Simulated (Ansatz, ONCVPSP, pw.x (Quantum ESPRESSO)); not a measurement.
## What a changed setting does to a pw.x run (bcc Ti)

Potential: optimised norm-conserving Vanderbilt (ONCV), ONCVPSP 4.0.1.1 (patched build), PBE; core [Ne] 3s2, reference 3p6 3d2 4s2; waves: 4s: rc 2.95 bohr, ncon 4, nbas 7, qcut 2.5 1/bohr, 2 projectors, debl 2.8 Ha; 3p: rc 1.70 bohr, ncon 4, nbas 8, qcut 8.9 1/bohr, 2 projectors, debl 3.8 Ha; 3d: rc 1.40 bohr, ncon 4, nbas 9, qcut 9.2 1/bohr, 2 projectors, debl 2.3 Ha; f scattering state at 0.1 Ha: rc 3.58 bohr, ncon 4, nbas 7, qcut 4.6 1/bohr, 2 projectors, debl 2.5 Ha; local part: polynomial inside 1.30 bohr (lpopt 3, dvloc0 6 Ha); core correction: none.

The reference run (k-mesh 14³, cutoffs 100/400 Ry, Fermi–Dirac 0.01 Ry, mixing_beta 0.4, conv_thr 1e-9, no spin) gives 0.40 GPa at 17.343 Å³/atom, where all-electron LAPW gives 0.23 GPa. This run, with its own iteration cap, changes ecutrho/ecutwfc to 3.

```
&control
  calculation='scf', prefix='x', pseudo_dir='./', outdir='./tmp', tstress=.true., disk_io='none'
/
&system
  ibrav=0, nat=1, ntyp=1, ecutwfc=100, ecutrho=300, nbnd=12,
  occupations='smearing', smearing='fd', degauss=0.01
/
&electrons
  conv_thr=1e-09, mixing_beta=0.4, electron_maxstep=50
/
ATOMIC_SPECIES
Ti 1.0 Ti.UPF
CELL_PARAMETERS angstrom
  -1.63062743 1.63062743 1.63062743
  1.63062743 -1.63062743 1.63062743
  1.63062743 1.63062743 -1.63062743
ATOMIC_POSITIONS crystal
Ti 0.0000 0.0000 0.0000
K_POINTS automatic
14 14 14 0 0 0
```

```bash
pw.x < Ti.scf.in > Ti.scf.out
```

Question: How does the run end?

Answer: It converges in 8 iterations; the free energy moves by -0.7 meV/atom and the pressure by +0.03 GPa. Below 4 the density is truncated and F is no longer variational, so a small shift in one case is no licence.

```
Message from routine set_cutoff:
     ecutrho < 4*ecutwfc, are you sure?
     Message from routine setup:
     using ibrav=0 with symmetry is DISCOURAGED, use correct ibrav instead
     lattice parameter (alat)  =       5.3372  a.u.
     unit-cell volume          =     117.0364 (a.u.)^3
     number of electrons       =        10.00
     number of Kohn-Sham states=           12
     kinetic-energy cutoff     =     100.0000  Ry
     charge density cutoff     =     300.0000  Ry
     scf convergence threshold =      1.0E-09
     Exchange-correlation= PBE
     number of k points=   104  Fermi-Dirac smearing, width (Ry)=  0.0100
     iteration #  1     ecut=   100.00 Ry     beta= 0.40
     total energy              =     -75.72027080 Ry
     estimated scf accuracy    <       0.03338557 Ry
     iteration #  2     ecut=   100.00 Ry     beta= 0.40
     total energy              =     -75.72572348 Ry
     estimated scf accuracy    <       0.00059820 Ry
     iteration #  3     ecut=   100.00 Ry     beta= 0.40
     total energy              =     -75.72574680 Ry
     estimated scf accuracy    <       0.00018020 Ry
     iteration #  4     ecut=   100.00 Ry     beta= 0.40
     total energy              =     -75.72575199 Ry
     estimated scf accuracy    <       0.00000252 Ry
     iteration #  5     ecut=   100.00 Ry     beta= 0.40
     total energy              =     -75.72575235 Ry
     estimated scf accuracy    <       0.00000026 Ry
     iteration #  6     ecut=   100.00 Ry     beta= 0.40
     total energy              =     -75.72575239 Ry
     estimated scf accuracy    <       0.00000001 Ry
     iteration #  7     ecut=   100.00 Ry     beta= 0.40
     total energy              =     -75.72575239 Ry
     estimated scf accuracy    <          1.7E-09 Ry
     iteration #  8     ecut=   100.00 Ry     beta= 0.40
     the Fermi energy is    12.0747 ev
!    total energy              =     -75.72575239 Ry
     estimated scf accuracy    <          4.0E-11 Ry
     smearing contrib. (-TS)   =      -0.01024725 Ry
     The total energy is F=E-TS. E is the sum of the following terms:
     one-electron contribution =     -19.77911147 Ry
     hartree contribution      =      14.00093176 Ry
     xc contribution           =     -10.88645423 Ry
     ewald contribution        =     -59.05087119 Ry
     convergence has been achieved in   8 iterations
          total   stress  (Ry/bohr**3)                   (kbar)     P=        4.30
     Message from routine punch:
     Nothing written, as per user request (disk_io='none')
```

The run took about 46 s on one core of a shared host (Neoverse-N1, 64 threads, 124 GiB, load 60).
